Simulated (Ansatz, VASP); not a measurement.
# Two plane-wave programs on Te2Mo

INCAR

```
ALGO     = Normal         # electronic algorithm
EDIFF    = 1E-6           # SCF threshold, eV
ENCUT    = 520            # plane-wave cutoff, eV
GGA      = PE             # functional
ISIF     = 2              # what is computed and relaxed
ISMEAR   = 0              # smearing method
LASPH    = T              # aspherical terms in the spheres
LCHARG   = F              # write CHGCAR
LREAL    = F              # projectors in reciprocal space
LWAVE    = F              # write WAVECAR
NBANDS   = 20             # bands
NELM     = 100            # most SCF steps
PREC     = Accurate       # precision mode
SIGMA    = 0.02           # smearing width, eV
```

File KPOINTS:

```
k-points
0
Gamma
  9 9 2
```

File POSCAR:

```
Te2Mo
1.0
    3.5688485774      0.0000000000      0.0000000000
   -1.7844242887      3.0907135303      0.0000000000
    0.0000000000      0.0000000000     17.3036051726
Te Mo
2 1
Direct
    0.3333333300      0.6666666700      0.9153277855
    0.3333333300      0.6666666700      0.0846722145
    0.0000000000      0.0000000000      0.0000000000
```

Input for Ansatz:

```yaml
crystal:
  lattice:
    - [3.5688485774, 0.0, 0.0]
    - [-1.7844242887, 3.0907135303, 0.0]
    - [0.0, 0.0, 17.3036051726]
  atoms:
    - { symbol: Te, position: [0.33333333, 0.66666667, 0.9153277855] }
    - { symbol: Te, position: [0.33333333, 0.66666667, 0.0846722145] }
    - { symbol: Mo, position: [0.0, 0.0, 0.0] }
basis:
  ecutwfc: 420
kpoints:
  mp_grid: { grid: [9, 9, 2] }
hamiltonian:
  xc: pbe
scf:
  occupations: { method: gaussian, width: 0.02 }
output:
  forces: true
  stress: true
  eigenvalues: true
```

Alike in both runs: task single point; functional PBE; k mesh 9 × 9 × 2; occupations gaussian, width 0.02 eV; no spin polarisation.

|  | VASP | Ansatz |
| --- | --- | --- |
| version | VASP 6.6.1 | Ansatz 0.2.0 |
| potentials or method | VASP PAW PBE potentials, release 64 (Te, Mo_sv) | scalar-relativistic, plane waves, PAW |
| plane-wave cutoff (eV) | 520 | 420 |
| valence electrons in the cell | 26 | 46 |

```tsv
	VASP	Ansatz	Ansatz less VASP
gap on the k mesh at the Fermi level (eV)	none	none	-
rms of the force components (eV/Å)	3.351	3.315	-0.0354
```

Atom by atom the forces differ by 0.035 eV/Å (rms over components). A gap of «none» marks a metal or a gap that the smearing closes. The two sets of potentials don't hold the same shells in valence.

Spin-orbit coupling is left out, which matters for the levels of Te.
